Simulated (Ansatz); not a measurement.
**BaO: one input, then a changed one**

The cell is COD entry 5910030, as deposited and not checked against the literature; nothing was relaxed. It differs from other determinations. The listed cell was then made from it by scaling, straining or moving an atom.

First run: DFT, PBE, all-electron LAPW, scalar-relativistic (Ansatz 0.2.0).

Command: `ansatz run input.yaml --threads 1 --pin off --max-ram 2048MiB --backend cpu --events-out ev --progress --plain --runs-dir out` The run took 10 s on 1 thread of Intel(R) Xeon(R) Platinum 8488C (Sapphire Rapids), with other jobs on the host, peak memory 0.32 GiB.

```yaml
crystal:
  lattice:
    - [0.0, 2.6943393494, 2.6943393494]
    - [2.6943393494, 0.0, 2.6943393494]
    - [2.6943393494, 2.6943393494, 0.0]
  atoms:
    - { symbol: Ba, position: [0.0, 0.0, 0.0] }
    - { symbol: O, position: [0.5, 0.5, 0.5] }
kpoints:
  mp_grid: { grid: [8, 8, 8] }
scf:
  occupations: { method: fermi_dirac, width: 0.02 }
hamiltonian:
  xc: pbe
  pseudopotentials: { kind: all_electron, lapw: { basis_error: 0.0005 } }
output:
  forces: true
  stress: true
  eigenvalues: true
```

Result: converged; pressure 8.83 GPa; gap on the k mesh 1.73 eV; 8 SCF iterations.

No spin–orbit coupling, which matters for the heavy atoms here.

The input is then changed:

```diff
@@ -18,3 +18,7 @@
   stress: true
   eigenvalues: true
+basis:
+  xc_grid: 4
+magnetization:
+  spin_polarized: true
```

(1) Predict the outcome of the changed run.

## Answers

(1) It converged; pressure 8.83 GPa; moment 0.00 μB; 10 SCF iterations.
